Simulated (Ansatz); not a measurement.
AlRu under changes of volume

One of the cells (13.387 Å³/atom); the others are scaled copies at fixed shape and fractional positions:

```
CELL_PARAMETERS angstrom
2.99160 0.00000 0.00000
0.00000 2.99160 0.00000
0.00000 0.00000 2.99160
ATOMIC_POSITIONS crystal
Ru 0.50000 0.50000 0.50000
Al 0.00000 0.00000 0.00000
```

| Quantity | Value |
| --- | --- |
| Program | Ansatz 0.2.0 |
| Functional | PBE0 |
| Potentials or basis | Ansatz PAW |
| Cutoff | 420 eV (not typed: the program's choice for these potentials) |
| k mesh | 4 × 4 × 4 |
| Occupations | fermi-dirac, width 0.05 eV |
| Spin | no spin polarisation |

```tsv
volume (Å³/atom)	energy over the lowest point (meV/atom)	pressure (GPa)
12.584	?	?
12.851	0.00	1.8
13.119	0.98	-2.9
13.387	9.48	-7.2
13.655	24.70	-11.0
13.922	46.00	-14.4
14.190	72.68	-17.5
```

**Question.** What does the run at 12.584 Å³/atom give?

**Answer.** Energy over the lowest point 7.45 meV/atom; pressure 7.2 GPa.

Worked out: A Birch-Murnaghan fit of order 3 (a polynomial in V^(-2/3)) to the other rows has its minimum at 12.95 Å³/atom with B0 = V·E''(V) = 233 GPa and B' = 4.3. It gives 7.41 meV/atom at 12.584 Å³/atom, against the run's 7.45, and -dE/dV = 7.1 GPa, against 7.2.

Energies are extrapolated to zero smearing.

Caveats: all runs use coarse meshes; the PAW data sets come from PBE, with cores solved anew for the run's functional, which leaves a small shift of forces and pressure; the thresholds are loose for stress.
